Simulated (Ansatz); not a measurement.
The system is CoSi2.

```
Co Si
1.0
     0.00000    2.67800    2.67800
     2.67800    0.00000    2.67800
     2.67800    2.67800    0.00000
Co Si
1 2
Direct
  0.00000 0.00000 0.00000
  0.75000 0.75000 0.75000
  0.25000 0.25000 0.25000
```

Base run:

| Property | Result |
| --- | --- |
| Program | Ansatz 0.2.0 |
| Functional | PBE |
| Potentials or basis | Ansatz PAW |
| Cutoff | 420 eV (not typed: the program's choice for these potentials) |
| k mesh | 7 × 7 × 7 |
| Occupations | fermi-dirac, width 0.05 eV |
| Spin | collinear spin, ferromagnetic start |
| Starting moments | [3.0, 0.0, 0.0] μB |
| Fixed moment | 3 μB |

Its results: pressure 25.4 GPa; site moments Co +1.65; Si +0.29 μB.

**Question.** The run is repeated on the same cell with these changes: fixed moment from 3 μB to 2 μB; moments at the start from [3.0, 0.0, 0.0] to [2.0, 0.0, 0.0]. What comes out?

**Answer.** Pressure 14.5 GPa; site moments Co +1.16; Si +0.18 μB.

Caveats: the total moment is fixed, so each spin has its own Fermi level; the thresholds are loose for stress.
